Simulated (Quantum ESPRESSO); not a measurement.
BP in Quantum ESPRESSO: the effect of target pressure

The system is BP.

```
P B
1.0
     0.00000    2.26900    2.26900
     2.26900    0.00000    2.26900
     2.26900    2.26900    0.00000
P B
1 1
Cartesian
  3.4035 3.4035 3.4035
  0.0000 0.0000 0.0000
```

Alike in all runs:

```yaml
Program: Quantum ESPRESSO 7.5
Task: phonons
Functional: PBE
Potentials_or_basis: PseudoDojo 0.4.1 SR PBE standard
Cutoff: 1034 eV
Density_cutoff: 4136 eV
k_mesh: 8 × 8 × 8, shifted
Occupations: fermi-dirac, width 0.05 eV
Spin: no spin polarisation
```

Each run relaxes the cell or the atoms first.

| target pressure | relaxed volume (Å³/atom) | dielectric constant (mean) | highest phonon frequency (cm⁻¹) |
| --- | --- | --- | --- |
| 0 GPa | ? | ? | ? |
| 10 GPa | 11.12 | 9.10 | 846 |
| 25 GPa | 10.39 | 9.10 | 903 |
| 50 GPa | 9.53 | 9.12 | 981 |
| 80 GPa | 8.79 | 9.16 | 1058 |

What does the run with target pressure 0 GPa give?

Relaxed volume 11.75 Å³/atom; dielectric constant 9.12 mean; highest phonon frequency 800 cm⁻¹.

Worked out: In Murnaghan's law V^(-B') rises as a straight line in P. The other rows fit best with B' = 3.2, V0 = 11.74 Å³/atom and B0 = 168 GPa, which gives 11.74 Å³/atom at 0 GPa, against the run's 11.75. A parabola through the other rows of the dielectric constant, of slope -0.000273  per GPa there, extrapolates to 9.10 , against the run's 9.12. A parabola through the other rows of the highest phonon frequency, of slope 4.11 cm⁻¹ per GPa there, extrapolates to 807 cm⁻¹, against the run's 800.

Caveats: the cell is more than 3 GPa from zero pressure, which shifts response properties (some runs); the volume moved by over 15 % at a fixed basis, so the end points are rough (some runs).
